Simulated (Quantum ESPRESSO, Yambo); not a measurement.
# SiC (Moissanite): G0W0 with Yambo, start to end, part 2 of 3

Wanted: ground state, empty states, screening and self-energy for SiC (Moissanite).

Quantum ESPRESSO 7.5 and Yambo 5.3.0; PBE and many-body steps on it, plane waves. Known limits of the many-body steps: not at the basis limit.

So far. Step 2 (Ground state): The gap is indirect, with the least direct gap 1.75 eV higher. Step 3 (Bands along the symmetry lines): The gap is 2.329 eV, as in the run before at this level.

### Step 4. Empty states on the mesh, 6×6×4 mesh, 273 bands

Level of this step: DFT, PBE, plane waves, norm-conserving pseudopotentials (Quantum ESPRESSO).

The sums over transitions need many empty states on a uniform mesh; this step solves for them.

Input file pw.in:

```
&control
  calculation = 'nscf'
  prefix = 'x'
  outdir = 'o'
  pseudo_dir = 'pseudo'
/
&system
  ibrav = 0
  nat = 4
  ntyp = 2
  ecutwfc = 74.0
  nbnd = 273
  force_symmorphic = .true.
/
&electrons
  conv_thr = 1e-9
  electron_maxstep = 80
  diago_full_acc = .true.
  diago_thr_init = 5e-6
/
ATOMIC_SPECIES
  Si 28.085 Si.upf
  C 12.011 C.upf
CELL_PARAMETERS angstrom
  3.0760000000 0.0000000000 0.0000000000
  -1.5380000000 2.6638941420 0.0000000000
  0.0000000000 0.0000000000 5.0480000000
ATOMIC_POSITIONS crystal
  Si 0.3333333333 0.6666666667 0.0000000000
  Si 0.6666666667 0.3333333333 0.5000000000
  C 0.3333333333 0.6666666667 0.3850000000
  C 0.6666666667 0.3333333333 0.8850000000
K_POINTS automatic
  6 6 4 0 0 0
```

On the command line:

```bash
$ OMP_NUM_THREADS=1 mpirun -n 8 pw.x -nk 4 -in pw.in > pw.out
```

The program printed:

```text
[banner, memory and clock lines left out]
Program PWSCF v.7.5 starts

     Atomic positions and unit cell read from directory:
     o/x.save/

     Message from routine setup:
     using ibrav=0 with symmetry is DISCOURAGED, use correct ibrav instead

     bravais-lattice index     =            0
     lattice parameter (alat)  =       5.8128  a.u.
     unit-cell volume          =     279.1382 (a.u.)^3
     number of atoms/cell      =            4
     number of atomic types    =            2
     number of electrons       =        16.00
     number of Kohn-Sham states=          273
     kinetic-energy cutoff     =      74.0000  Ry
     charge density cutoff     =     296.0000  Ry
     Exchange-correlation= PBE
                           (   1   4   3   4   0   0   0)

     celldm(1)=   5.812798  celldm(2)=   0.000000  celldm(3)=   0.000000
     celldm(4)=   0.000000  celldm(5)=   0.000000  celldm(6)=   0.000000

     crystal axes: (cart. coord. in units of alat)
               a(1) = (   1.000000   0.000000   0.000000 )
               a(2) = (  -0.500000   0.866025   0.000000 )
               a(3) = (   0.000000   0.000000   1.641092 )

     reciprocal axes: (cart. coord. in units 2 pi/alat)
               b(1) = (  1.000000  0.577350 -0.000000 )
               b(2) = (  0.000000  1.154701  0.000000 )
               b(3) = (  0.000000 -0.000000  0.609350 )
     Pseudo is Norm-conserving + core correction, Zval =  4.0
     Generated using ONCVPSP code by D. R. Hamann
     Using radial grid of 1510 points,  6 beta functions with:
     Pseudo is Norm-conserving + core correction, Zval =  4.0
     Generated using ONCVPSP code by D. R. Hamann
     Using radial grid of 1248 points,  4 beta functions with:
     Si                4.00    28.08500     Si( 1.00)
     C                 4.00    12.01100     C ( 1.00)

      6 Sym. Ops. (no inversion) found

   Cartesian axes

     site n.     atom                  positions (alat units)
         1        Si     tau(   1) = (  -0.0000000   0.5773503   0.0000000  )
         2        Si     tau(   2) = (   0.5000000   0.2886751   0.8205462  )
         3        C      tau(   3) = (  -0.0000000   0.5773503   0.6318205  )
         4        C      tau(   4) = (   0.5000000   0.2886751   1.4523667  )

     number of k points=    24
                       cart. coord. in units 2pi/alat
        k(    1) = (   0.0000000   0.0000000   0.0000000), wk =   0.0138889
        k(    2) = (   0.0000000   0.0000000   0.1523376), wk =   0.0277778
        k(    3) = (   0.0000000   0.0000000  -0.3046751), wk =   0.0138889
[...]
[... 12 further rows ...]
        k(   23) = (   0.0000000  -0.3849002   0.1523376), wk =   0.0833333
        k(   24) = (  -0.1666667  -0.4811252   0.1523376), wk =   0.1666667

     Dense  grid:    23969 G-vectors     FFT dimensions: (  32,  32,  54)

     The potential is recalculated from file :
     o/x.save/charge-density

     Starting wfcs are   16 randomized atomic wfcs +  257 random wfcs

     Band Structure Calculation

     End of band structure calculation

          k = 0.0000 0.0000 0.0000 (  2997 PWs)   bands (ev):

    -5.9300  -2.4275   1.0996   8.2435   8.2435   9.5260   9.5260   9.8010
    14.4205  15.8195  16.3100  16.3100  17.3509  18.5045  18.5045  21.1374
    21.1963  21.1963  22.3768  24.8476  24.8476  26.3747  27.0931  30.1025
[...]
[... 23 further rows ...]
[...]
191.9393

          k = 0.0000 0.0000 0.1523 (  2966 PWs)   bands (ev):

[...]
[... 23 further rows ...]
[...]
190.1673

          k = 0.0000 0.0000-0.3047 (  2978 PWs)   bands (ev):

[...]
77.8427  77.8427  77.8427  77.8427  78.6509  78.6509  79.2771  79.2771
     [... 23 further rows ...]
   185.6545 185.6545 188.1475 188.1475 188.1475 188.1475 191.6097 191.6097
   191.6097

          k = 0.0000 0.1925 0.0000 (  2982 PWs)   bands (ev):

     [... further k-points ...]

     highest occupied, lowest unoccupied level (ev):     9.8010   12.1304

     XML data file, pseudopotentials, collected wavefunctions
```

The job ended after 26 s (8 MPI ranks of Intel Xeon Platinum 8488C (Sapphire Rapids), shared host; peak memory 0.78 GiB).

Numbers from this step:

```
gap                                                           : 2.329 eV
k of the valence top                                          : 0, 0, 0
k of the conduction bottom                                    : 0.3333, 0.3333, 0
least direct gap                                              : 4.083 eV
k points computed                                             : 24
lowest point of the top converged band, above the valence top : 180.3664 eV
```

On this mesh the gap is 2.329 eV.

### Step 5. Conversion and set-up

This step: Yambo 5.3.0; conversion and set-up on PBE, plane waves, norm-conserving pseudopotentials.

The states are converted to the many-body program's format and the q mesh is built.

On the command line:

```bash
$ (cd o/x.save; p2y > p2y.log; mv SAVE ../..); yambo > setup.log
```

The program printed:

```text
 Yambo, version 5.3.0

 [02] CORE Variables Setup
 =========================

  [02.01] Unit cells
  ==================

  Cell kind             :  HCP
  Atoms in the cell     :  Si  C
  number of Si atoms    :  2
  number of C  atoms    :  2

  List of atomic masses
  Mass of Si    :  28.08500
  Mass of C     :  12.01100

  List of atomic coordinates    : [cc]
  Si1       : -0.29064E-09   3.3560       0.0000      order 1
  Si2       :  2.906399  1.678010  4.769669  order 2
  C1       : -0.29064E-09   3.3560       3.6726      order 3
  C2       :  2.906399  1.678010  8.442314  order 4

  Alat factors          :  5.812798  5.034030  9.539337 [a.u.]
  Direct lattice volume :  279.1382 [a.u.]
  Direct lattice vectors:  A[ 1 ]  A[ 2 ]  A[ 3 ]
   A[ 1 ]:  1.000000  0.000000  0.000000  [iru]
   5.812798  0.000000  0.000000  [cc]
   A[ 2 ]: -0.500000  1.000000  0.000000  [iru]
  -2.906399  5.034030  0.000000  [cc]
   A[ 3 ]:  0.000000  0.000000  1.000000  [iru]
   0.000000  0.000000  9.539337  [cc]

  Recip. lattice volume :  0.888629 [a.u.]
  Recip. lattice vectors:  B[ 1 ]  B[ 2 ]  B[ 3 ]
   B[ 1 ]:  1.000000  0.500000  0.000000  [iku]
   1.080923  0.624071 -0.000000  [cc]
   B[ 2 ]:  0.000000  1.000000  0.000000  [iku]
   0.000000  1.248142  0.000000  [cc]
   B[ 3 ]:  0.000000  0.000000  1.000000  [iku]
   0.000000 -0.000000  0.658661  [cc]

  [02.02] Symmetries
  ==================

  Inversion symmetry    : yes
  Spatial inversion     : no
  Inversion index       :   7
  K-space Time-reversal : yes
  Magnetic symmetries   : no
  Time-reversal derived K-space symmetries:   7  12
  Group table correct   : yes
  Symmetries units      :  [cc]

   [S  1]:   1.0000       0.0000       0.0000      0.27357E-16   1.0000       0.0000       0.0000       0.0000       1.0000
   [S  2]: -0.500000  0.866025  0.000000 -0.866025 -0.500000  0.000000  0.000000  0.000000  1.000000
   [S  3]: -0.500000 -0.866025  0.000000  0.866025 -0.500000  0.000000  0.000000  0.000000  1.000000
   [S  4]:  -1.0000       0.0000       0.0000     -0.20379E-15   1.0000       0.0000       0.0000       0.0000       1.0000
   [S  5]:  0.500000  0.866025  0.000000  0.866025 -0.500000  0.000000  0.000000  0.000000  1.000000
   [S  6]:  0.500000 -0.866025  0.000000 -0.866025 -0.500000  0.000000  0.000000  0.000000  1.000000
   [S* 7]:  -1.0000      -0.0000      -0.0000     -0.27357E-16  -1.0000      -0.0000      -0.0000      -0.0000      -1.0000
   [S* 8]:  0.500000 -0.866025 -0.000000  0.866025  0.500000 -0.000000 -0.000000 -0.000000 -1.000000
   [S* 9]:  0.500000  0.866025 -0.000000 -0.866025  0.500000 -0.000000 -0.000000 -0.000000 -1.000000
   [S*10]:   1.0000      -0.0000      -0.0000      0.20379E-15  -1.0000      -0.0000      -0.0000      -0.0000      -1.0000
   [S*11]: -0.500000 -0.866025 -0.000000 -0.866025  0.500000 -0.000000 -0.000000 -0.000000 -1.000000
[...]
K [14]         [rlu]:  0.166667  0.166667  0.250000
         WF components:  3005
  [... 9 further k-points ...]
  K [24]         [rlu]: -0.166667 -0.333333  0.250000
         WF components:  3010

  [02.05] Energies & Occupations
  ==============================

  [X] === General ===
  [X] Electronic Temperature                        :  0.000000  0.000000 [eV K]
  [X] Bosonic    Temperature                        :  0.000000  0.000000 [eV K]
  [X] Finite Temperature mode                       : no
  [X] El. density                                   :  0.38681E+24 [cm-3]
  [X] Fermi Level                                   :  9.800985 [eV]

  [X] === Gaps and Widths ===
  [X] Conduction Band Min                           :  2.329375 [eV]
  [X] Valence Band Max                              :  0.000000 [eV]
  [X] Filled Bands                                  :   8
  [X] Empty Bands                                   :    9  273
  [X] Direct Gap                                    :  4.082938 [eV]
  [X] Direct Gap localized at k                     :  10
  [X] Indirect Gap                                  :  2.329375 [eV]
  [X] Indirect Gap between kpts                     :   1  19
  [X] Last valence band width                       :  4.041689 [eV]
  [X] 1st conduction band width                     :  3.376941 [eV]

  E @ K [ 1]:  [eV]
  -15.73099 -12.22853  -8.70144  -1.55748  -1.55748  -0.27503  -0.27503   0.00000
[...]
occ @ K [ 1]
[...]
E @ K [ 2]:  [eV]
[...]
occ @ K [ 2]
[...]
E @ K [ 3]:  [eV]
[...]
occ @ K [ 3]
[...]
E @ K [ 8]:  [eV]
[...]
occ @ K [ 8]
[...]
E @ K [ 9]:  [eV]
[...]
occ @ K [ 9]
[...]
E @ K [10]:  [eV]
[...]
occ @ K [10]
[...]
E @ K [11]:  [eV]
[...]
occ @ K [11]
[...]
E @ K [12]:  [eV]
[...]
occ @ K [12]
[...]
E @ K [13]:  [eV]
[...]
occ @ K [13]
[...]
E @ K [14]:  [eV]
[...]
occ @ K [14]
[...]
[... 9 further k-points ...]
  E @ K [24]:  [eV]
[...]
occ @ K [24]
   2.000000  2.000000  2.000000  2.000000  2.000000  2.000000  2.000000  2.000000
   0.000000  0.000000  0.000000  0.000000  0.000000  0.000000  0.000000  0.000000

 [03] Transferred momenta grid and indexing
 ==========================================

 IBZ Q-points                                      :  24
 BZ  Q-points                                      :  144

 K/Q-points units:
 rlu = crystal or reduced units; cc = cartesian coordinates; iku = interal k-units

 Q [ 1]         [rlu]:  0.000000  0.000000  0.000000
 Q [ 2]         [rlu]:  0.000000  0.000000  0.250000
 Q [ 3]         [rlu]:  0.000000  0.000000 -0.500000
[...]
Q [ 8]         [rlu]:  0.10530E-16  0.33333      0.25000
 Q [ 9]         [rlu]:  0.10530E-16  0.33333     -0.50000
 Q [10]         [rlu]: -0.15794E-16 -0.50000       0.0000
     [... 12 further rows ...]
 Q [23]         [rlu]: -0.10530E-16 -0.33333      0.25000
 Q [24]         [rlu]: -0.166667 -0.333333  0.250000

  [03.01] X indexes
  =================

   [03.01.01] Sigma indexes
   ========================

 [06] Game Over & Game summary
```

It took 3.4 s on 1 MPI rank; peak memory 0.25 GiB.

[end of part 2 of 3]

[Paths, hosts, dates, memory and timing lines, banners, echoed tables and standing remarks are left out of the program output.]

[Logs are printed without paths, hosts, clocks, repeated set-up lines and the standing remarks that a program may print on its own settings, such as how far it seeks lower states.]

[Runs of the session that timed out or met a known fault of the program may be left out.]

[Hosts, paths, dates, database ids (printed as entryN), source tags and the programs' standing remarks are cut or masked in the printed files.]
